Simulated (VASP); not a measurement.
Crystal: CdF2.

```
Cd F
1.0
     0.00000    2.69400    2.69400
     2.69400    0.00000    2.69400
     2.69400    2.69400    0.00000
Cd F
1 2
Direct
  0.00000 0.00000 0.00000
  0.75000 0.75000 0.75000
  0.25000 0.25000 0.25000
```

- Program: VASP 6.6.1
- Task: single point
- Functional: PBE
- Potentials or basis: VASP PAW PBE potentials, release 64 (Cd, F)
- Cutoff: 520 eV
- k mesh: 9 × 9 × 9
- Occupations: fermi-dirac, width 0.05 eV
- Spin: no spin polarisation

On this cell: pressure 6.2 GPa; largest force zero by symmetry; band gap on the k mesh 3.10 eV, indirect (least direct gap 3.57 eV).

The same run follows on a disturbed copy (atoms moved at random, drawn with an rms of 0.05 Å):

```xyz
3
Lattice="0.0000 2.6940 2.6940 2.6940 0.0000 2.6940 2.6940 2.6940 0.0000" Properties=species:S:1:pos:R:3 pbc="T T T"
Cd    0.0259    0.0315    0.0029
F     4.0459    4.0797    4.0892
F     1.2791    1.3784    1.3804
```

What changes?

The energy moves by +7.9 meV/atom; pressure 6.6 GPa; largest force 0.436 eV/Å; band gap on the k mesh 3.08 eV, indirect (least direct gap 3.51 eV).

Forces in eV/Å, atoms in the order of the input:
```
Cd  -0.336  0.051  0.227
F   -0.094 -0.022 -0.161
F    0.430 -0.029 -0.066
```

Stress tensor (GPa, compression positive):
```
 6.62  0.13 -0.17
 0.13  6.59  0.87
-0.17  0.87  6.53
```

Caveats: an odd mesh through Γ misses points on the zone boundary, where band edges often lie.
